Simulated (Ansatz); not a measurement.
An input for Ansatz 0.2.0 (Sn):

File run.py:

```python
import json

import ase.io
import numpy as np
import spglib
from ase.calculators.calculator import CalculationFailed, Calculator
from ase.stress import full_3x3_to_voigt_6_stress
from ase.units import GPa
from ase.eos import EquationOfState

import ansatz as az

class AnsatzCalculator(Calculator):
    implemented_properties = ["energy", "free_energy", "forces", "stress", "magmom"]

    def calculate(self, atoms, properties, system_changes):
        super().calculate(atoms, properties, system_changes)
        structure = atoms.copy()
        structure.set_constraint()
        structure.set_momenta(None)
        structure.set_masses(None)
        outcome = (
            az.Crystal.from_ase(structure)
            .calculation()
            .kpoints(11, 11, 11)
            .functional("rpbe", dispersion="d3bj")
            .pseudopotentials(kind="paw", level="accurate")
            .scf(tolerance=2e-10)
            .occupations(method="gaussian", width=0.05)
            .forces()
            .stress()
            .basis(-400)
            .run(threads=2)
        )
        if not outcome.report["converged"]:
            raise CalculationFailed("SCF not converged")
        report = outcome.report
        self.results = {
            "free_energy": report["lagrangian_ev"],
            "energy": report["lagrangian_ev"],
            "forces": np.array(report["forces_ev_ang"]),
            "stress": -GPa * full_3x3_to_voigt_6_stress(report["stress_gpa"]),
            "magmom": report["magnetization_mub"],
        }

np.set_printoptions(precision=5, suppress=True, linewidth=110)
atoms = ase.io.read("Sn.cif")
cell, frac, numbers = spglib.find_primitive((atoms.cell[:], atoms.get_scaled_positions(), atoms.numbers), symprec=1e-5)
atoms = ase.Atoms(numbers, cell=cell, scaled_positions=frac, pbc=True)
atoms.calc = AnsatzCalculator()
cell = atoms.cell.copy()
volumes, energies = [], []
for x in (0.94, 0.96, 0.98, 1.0, 1.02, 1.04, 1.06):
    atoms.set_cell(cell * x ** (1 / 3), scale_atoms=True)
    volumes.append(atoms.get_volume() / len(atoms))
    energies.append(atoms.get_potential_energy() / len(atoms))
    print(f"x {x:.2f}  V = {volumes[-1]:.4f} A^3/atom  E = {energies[-1]:.6f} eV/atom  P = {-atoms.get_stress()[:3].mean() / GPa:.3f} GPa")
v0, e0, b0 = EquationOfState(volumes, energies, eos="vinet").fit()
print(f"V0 = {v0:.4f} A^3/atom, E0 = {e0:.6f} eV/atom, B0 = {b0 / GPa:.2f} GPa")
```

Contents of Sn.cif:

```cif
data_Sn
_cell_length_a 3.45307800
_cell_length_b 3.55109400
_cell_length_c 4.67668400
_cell_angle_alpha 90.00000000
_cell_angle_beta 90.00000000
_cell_angle_gamma 90.00000000
_space_group_name_H-M_alt 'Immm'
_space_group_name_Hall '-I 2 2'
_space_group_IT_number 71
loop_
_space_group_symop_operation_xyz
'x,y,z'
'-x,-y,-z'
'-x,-y,z'
'x,y,-z'
'x,-y,-z'
'-x,y,z'
'-x,y,-z'
'x,-y,z'
'x+1/2,y+1/2,z+1/2'
'-x+1/2,-y+1/2,-z+1/2'
'-x+1/2,-y+1/2,z+1/2'
'x+1/2,y+1/2,-z+1/2'
'x+1/2,-y+1/2,-z+1/2'
'-x+1/2,y+1/2,z+1/2'
'-x+1/2,y+1/2,-z+1/2'
'x+1/2,-y+1/2,z+1/2'
loop_
_atom_site_label
_atom_site_type_symbol
_atom_site_symmetry_multiplicity
_atom_site_Wyckoff_symbol
_atom_site_fract_x
_atom_site_fract_y
_atom_site_fract_z
_atom_site_occupancy
Sn1 Sn 2 a 0.0000000000 0.0000000000 0.0000000000 1
```

Potentials or basis: Ansatz PAW accurate.

Launch:

```bash
$ python run.py
```

What does the program do with it?

The run stopped without a result. It printed:

Output:

```text
Traceback (most recent call last):
  File "run.py", line 58, in <module>
  File "run.py", line 34, in calculate
  [frames inside libraries left out]
ansatz.RefusalError: invalid value for `basis.ecutwfc`: must be finite and > 0; got -400 eV
```
